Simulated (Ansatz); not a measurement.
# TePb: how the settings move a single-point run

How sensitive is a single-point run of TePb to its settings? A reference run comes first, then one run with altered input.

Method: reference: DFT, PBE, PAW with Ansatz's default frozen-core files, scalar-relativistic, in Ansatz 0.2.0.

### 1 The structure to begin with

Symmetry: Fm-3m, No. 225, cubic system. The conventional cell has a = 6.454 Å, b = 6.454 Å, c = 6.454 Å, α = 90.00°, β = 90.00°, γ = 90.00°. Te (site symmetry m-3m) is surrounded by 6 Pb at 3.23 Å. Pb (site symmetry m-3m) is surrounded by 6 Te at 3.23 Å.

Structure file:

```cif
data_structure
_symmetry_space_group_name_H-M 'P 1'
_symmetry_Int_Tables_number 1
_cell_length_a 4.5637
_cell_length_b 4.5637
_cell_length_c 4.5637
_cell_angle_alpha 60.000
_cell_angle_beta 60.000
_cell_angle_gamma 60.000
_cell_volume 67.21
loop_
_atom_site_label
_atom_site_type_symbol
_atom_site_fract_x
_atom_site_fract_y
_atom_site_fract_z
_atom_site_occupancy
Te1 Te 0.50000 0.50000 0.50000 1
Pb1 Pb 0.00000 0.00000 0.00000 1
```

### 2 The reference run

The input, input.yaml:

```yaml
crystal:
  lattice:
    - [0.0, 3.227, 3.227]
    - [3.227, 0.0, 3.227]
    - [3.227, 3.227, 0.0]
  atoms:
    - { symbol: Te, position: [0.5, 0.5, 0.5] }
    - { symbol: Pb, position: [0.0, 0.0, 0.0] }
kpoints:
  mp_grid: { grid: [10, 10, 10] }
  band_path:
    path:
      - [0.0, 0.0, 0.0]
      - [0.5, 0.0, 0.5]
      - [0.625, 0.25, 0.625]
      - [0.375, 0.375, 0.75]
      - [0.0, 0.0, 0.0]
      - [0.5, 0.5, 0.5]
      - [0.5, 0.25, 0.75]
      - [0.5, 0.0, 0.5]
    npoints: 14
scf:
  occupations: { method: fermi_dirac, width: 0.03 }
hamiltonian:
  xc: pbe
  pseudopotentials: { kind: paw }
output:
  forces: true
  stress: true
  eigenvalues: true
  efg: { contact_densities: true }
  populations: true
  bader: true
  dos: { projected: true, de: 0.2, e_range: [-14, 8] }
  write_density: true
  write_potential: true
  elf: true
  volumetric_format: npy
```

Launch:

```sh
ansatz run input.yaml --threads 1 --pin off --max-ram 2048MiB --backend cpu --events-out ev --progress --plain --runs-dir out
```

### 3 Changing settings: n_extra_bands 1, mixing.algorithm anderson, mixing.beta 0.2

input.yaml, as its differences from that of step 2:

```diff
@@ -23,2 +23,4 @@
   occupations: { method: fermi_dirac, width: 0.03 }
+  n_extra_bands: 1
+  mixing: { algorithm: anderson, beta: 0.2 }
 hamiltonian:
@@ -32,4 +34,2 @@
   populations: true
-  bader: true
-  dos: { projected: true, de: 0.2, e_range: [-14, 8] }
   write_density: true
```

**Question.** What will these runs give? Wanted: for each run, ending; energy change; pressure; gap; force.

**Answer**, as computed:

| run | ending | energy change | pressure (GPa) | gap (eV) | force (eV/Å) | cycles | time |
| --- | --- | --- | --- | --- | --- | --- | --- |
| reference | converged | 0 | 2.3 | 0.72 | 0.00 | 6 | 32 s |
| 1: n_extra_bands 1, mixing.algorithm anderson, mixing.beta 0.2 | converged | 0.0 meV/atom | 2.3 | 0.72 | 0.00 | 7 | 8.9 s |

Times don't compare one to one where runs were asked for different outputs or read a saved state (see the inputs); cycles may leave out searches for a lower state.

Residual by cycle in the longest SCF loop of each run; runs are numbered as in the table. The quantity is the density residual dr2, in eV.

| cycle | reference | run 1 |
| --- | --- | --- |
| 1 | 1.7e-4 | 1.4e-4 |
| 2 | 8.3e-5 | 7.4e-5 |
| 3 | 1.5e-5 | 3.5e-5 |
| 4 | 3.7e-6 | 7.2e-6 |
| 5 | 8.5e-7 | 4.8e-7 |
| 6 | 8.1e-8 | 1.2e-7 |
| 7 | - | 1.3e-8 |

The changed band count and mixing doesn't alter the result here (within 0.5 meV/atom). The gap of the reference lacks spin-orbit coupling, though the cell holds Te and Pb.
